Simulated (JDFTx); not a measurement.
Crystal: PtS2.

```
CELL_PARAMETERS angstrom
3.54320 0.00000 0.00000
-1.77160 3.06850 0.00000
0.00000 0.00000 5.03880
ATOMIC_POSITIONS crystal
Pt 0.00000 0.00000 0.00000
S 0.66667 0.33333 0.77300
S 0.33333 0.66667 0.22700
```

* Program: JDFTx 1.7.0 (patched build)
* Task: relaxation of cell and atoms
* Functional: PBE
* Dispersion: D3
* Potentials or basis: PseudoDojo-SR-PBE-0.5-standard with smoothed tails
* Cutoff: 1143 eV
* Density cutoff: 9143 eV
* k mesh: 7 × 7 × 4
* Occupations: fermi-dirac, width 0.05 eV
* Spin: no spin polarisation

At the start: pressure 9.0 GPa; volume 18.26 Å³/atom.

**Question.** How do energy, volume and symmetry change on relaxing?

**Answer.** Over 30 steps the energy falls by 51.8 meV/atom and the volume is 17.19 Å³/atom (-5.9 %); space group P-3m1 (No. 164, to 0.05 Å).

The path:
```csv
step,energy change (eV),largest force (eV/Å),pressure (GPa),volume (Å³)
1,0.0000,1.2780,8.95,54.78
2,-0.0478,0.9898,6.69,55.14
3,-0.1145,0.3192,1.62,55.98
4,-0.1213,0.1323,0.28,56.15
5,-0.1231,0.0591,-0.20,56.12
6,-0.1248,0.0253,-0.38,55.95
7,-0.1375,0.0400,-0.41,54.38
8,-0.1375,0.0403,-0.41,54.38
9,-0.1380,0.0115,-0.24,54.33
10,-0.1387,0.0095,-0.17,54.28
11,-0.1398,0.0300,-0.13,54.20
12,-0.1418,0.0693,-0.03,53.99
13,-0.1458,0.1705,0.24,53.34
14,-0.1424,0.3198,1.29,52.92
15,-0.1447,0.2672,0.92,52.97
16,-0.1496,0.0883,-0.18,53.01
17,-0.1506,0.0382,-0.31,52.89
18,-0.1516,0.0209,-0.13,52.64
19,-0.1529,0.0109,-0.23,52.45
20,-0.1537,0.0811,0.50,51.98
21,-0.1532,0.1251,0.79,51.89
22,-0.1537,0.1025,0.62,51.91
23,-0.1545,0.0305,0.06,51.99
24,-0.1546,0.0141,-0.05,51.98
25,-0.1547,0.0065,-0.09,51.95
26,-0.1549,0.0106,-0.02,51.86
27,-0.1553,0.0125,0.05,51.62
28,-0.1554,0.0046,-0.08,51.58
29,-0.1554,0.0023,-0.06,51.58
30,-0.1554,0.0013,-0.02,51.57
```

Final structure:
```
Pt S
1.0
     3.60699    0.00000    0.00000
    -1.80349    3.12374    0.00000
     0.00000    0.00000    4.57716
Pt S
1 2
Direct
  0.00000 0.00000 0.00000
  0.66667 0.33333 0.73904
  0.33333 0.66667 0.26096
```

Caveat: pairwise dispersion overbinds metals, which lowers pressure and volume.
